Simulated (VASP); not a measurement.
A VASP 6.6.1 single-point calculation on Mg$_{2}$Si

INCAR

```
GGA = PE
ENCUT = 600
ISMEAR = -1
LASPH = .TRUE.
ISIF = 2
SIGMA = 0.02
LWAVE = .FALSE.
NSW = 0
EDIFF = 1E-7
LREAL = .FALSE.
LCHARG = .FALSE.
NELM = 120
NBANDS = 11
PREC = Accurate
IBRION = -1
```

KPOINTS

```
KPOINTS created by Atomic Simulation Environment
0
Gamma
8 8 8
0 0 0
```

POSCAR

```
Si Mg
 1.0000000000000000
     0.0000000000000000    3.1689631854572040    3.1689631854572040
     3.1689631854572040    0.0000000000000000    3.1689631854572040
     3.1689631854572040    3.1689631854572040    0.0000000000000000
 Si  Mg
   1   2
Cartesian
 -0.0000000000000000 -0.0000000000000000  0.0000000000000000
  1.5844815927286025  1.5844815927286025  1.5844815927286025
  4.7534447781858065  4.7534447781858056  4.7534447781858056
```

The recommended PBE PAW datasets give the neutral cell 8 valence electrons.

Command

```
mpirun -np 1 vasp_std
```

OSZICAR

```
N       E                     dE             d eps       ncg     rms          rms(c)
DAV:   1     0.513414753446E+01    0.51341E+01   -0.30057E+03   638   0.602E+02
DAV:   2    -0.884131934611E+01   -0.13975E+02   -0.13096E+02   827   0.688E+01
DAV:   3    -0.946352708469E+01   -0.62221E+00   -0.61964E+00   826   0.114E+01
DAV:   4    -0.946831049851E+01   -0.47834E-02   -0.47830E-02   760   0.122E+00
DAV:   5    -0.946835871024E+01   -0.48212E-04   -0.48211E-04   777   0.122E-01    0.351E+00
DAV:   6    -0.898008942245E+01    0.48827E+00   -0.10090E+00   689   0.336E+00    0.193E+00
DAV:   7    -0.891308592642E+01    0.67003E-01   -0.36655E-01   740   0.218E+00    0.929E-01
DAV:   8    -0.891309339460E+01   -0.74682E-05   -0.13827E-02   694   0.600E-01    0.255E-01
DAV:   9    -0.891296407195E+01    0.12932E-03   -0.49593E-04   748   0.102E-01    0.132E-01
DAV:  10    -0.891303963523E+01   -0.75563E-04   -0.18070E-04   701   0.600E-02    0.487E-02
DAV:  11    -0.891303181989E+01    0.78153E-05   -0.15613E-05   750   0.150E-02    0.199E-02
DAV:  12    -0.891303108682E+01    0.73308E-06   -0.87526E-06   710   0.116E-02    0.331E-03
DAV:  13    -0.891303111998E+01   -0.33165E-07   -0.23313E-07   704   0.264E-03
   1 F= -.89130311E+01 E0= -.89130216E+01  d E =-.191258E-04
```

From OUTCAR

```
k-points           NKPTS =     29   k-points in BZ     NKDIM =     29   number of bands    NBANDS=     11

   NELECT =       8.0000    total number of electrons

   dimension x,y,z NGX =    36 NGY =   36 NGZ =   36
   dimension x,y,z NGXF=    72 NGYF=   72 NGZF=   72

  energy-cutoff  :      600.00
  volume of cell :       63.65
      direct lattice vectors                 reciprocal lattice vectors
     0.000000000  3.168963185  3.168963185    -0.157780312  0.157780312  0.157780312
     3.168963185  0.000000000  3.168963185     0.157780312 -0.157780312  0.157780312
     3.168963185  3.168963185  0.000000000     0.157780312  0.157780312 -0.157780312

 k-points in reciprocal lattice and weights: KPOINTS created by Atomic Simulation Env
   0.00000000  0.00000000  0.00000000       0.002
   0.12500000  0.00000000  0.00000000       0.016
   0.25000000  0.00000000  0.00000000       0.016
   0.37500000  0.00000000  0.00000000       0.016
   0.50000000  0.00000000  0.00000000       0.008
   0.12500000  0.12500000  0.00000000       0.012
   0.25000000  0.12500000  0.00000000       0.047
   0.37500000  0.12500000  0.00000000       0.047
   ...

 E-fermi :   3.7346

 k-point     1 :       0.0000    0.0000    0.0000
  band No.  band energies     occupation
      1      -5.5029      2.00000
      2       3.6345      1.98667
      3       3.6345      1.98667
      4       3.6345      1.98667
      5       5.5475      0.00000
      6       6.2114      0.00000
      7       6.2114      0.00000
      8       6.2114      0.00000
      9       9.2853      0.00000
     10       9.2853      0.00000
     11      10.1756      0.00000

 k-point     2 :       0.1250    0.0000    0.0000
  band No.  band energies     occupation
      1      -5.3619      2.00000
      2       2.4853      2.00000
      3       3.4793      1.99999
      4       3.4793      1.99999
      5       5.7029      0.00000
      6       6.4858      0.00000
      7       6.4858      0.00000
      8       6.9531      0.00000
      9       8.6939      0.00000
     10       8.6939      0.00000
     11      10.4275      0.00000

 k-point     3 :       0.2500    0.0000    0.0000
  band No.  band energies     occupation
      1      -4.9605      2.00000
      2       0.8406      2.00000
      3       3.2025      2.00000
      4       3.2025      2.00000
      5       5.3182      0.00000
      6       6.6608      0.00000
      7       6.6608      0.00000
      8       8.4972      0.00000
      9       8.6853      0.00000
     10       8.6853      0.00000
     11       9.8647      0.00000

 k-point     4 :       0.3750    0.0000    0.0000
  band No.  band energies     occupation
      1      -4.4025      2.00000
      2      -0.5274      2.00000
      3       3.0012      2.00000
      4       3.0012      2.00000
      5       5.0223      0.00000
      6       6.3500      0.00000
      7       6.3500      0.00000
      8       8.8066      0.00000
      9       9.9258      0.00000
     10       9.9258      0.00000
     11      10.7796      0.00000

 k-point     5 :       0.5000    0.0000    0.0000
  band No.  band energies     occupation
      1      -4.0674      2.00000
      2      -1.1397      2.00000
      3       2.9316      2.00000
      4       2.9316      2.00000
      5       4.9197      0.00000
      6       6.1927      0.00000
      7       6.1927      0.00000
      8       8.6625      0.00000
      9      11.6467      0.00000
     10      11.6467      0.00000
     11      11.8787      0.00000

 ...

  Total        0.2280455      0.2280455      0.2280455      0.0000000      0.0000000     -0.0000000
  in kB        5.7405103      5.7405103      5.7405103      0.0000000      0.0000000     -0.0000000
  external PRESSURE =       5.7405103 kB  Pullay stress =       0.0000000 kB

 POSITION                                       TOTAL-FORCE (eV/Angst)
 -----------------------------------------------------------------------------------
      0.00000      0.00000      0.00000        -0.000000     -0.000000      0.000000
      1.58448      1.58448      1.58448        -0.000000      0.000000     -0.000000
      4.75344      4.75344      4.75344         0.000000      0.000000      0.000000
 -----------------------------------------------------------------------------------
    total drift:                               -0.000000     -0.000000     -0.000000

  FREE ENERGIE OF THE ION-ELECTRON SYSTEM (eV)
  ---------------------------------------------------
  free  energy   TOTEN  =        -8.9130311200 eV

  energy  without entropy=       -8.9130119941  energy(sigma->0) =       -8.91302156
```

It converged. Results: gap between bands v and c on the k mesh 0.20 eV; least direct gap on the k mesh 1.91 eV; pressure 0.6 GPa. Band v is the last that the valence electrons fill when counted band by band, and c is the next.

For comparison, a separate PBE run of the intended cell, on usual settings and not on those above, gives a gap of 0.20 eV on its mesh and a pressure of 0.6 GPa.

The run above took about 25 s on one core of a shared host (Intel Xeon Platinum 8488C) and held 0.2 GiB at most.
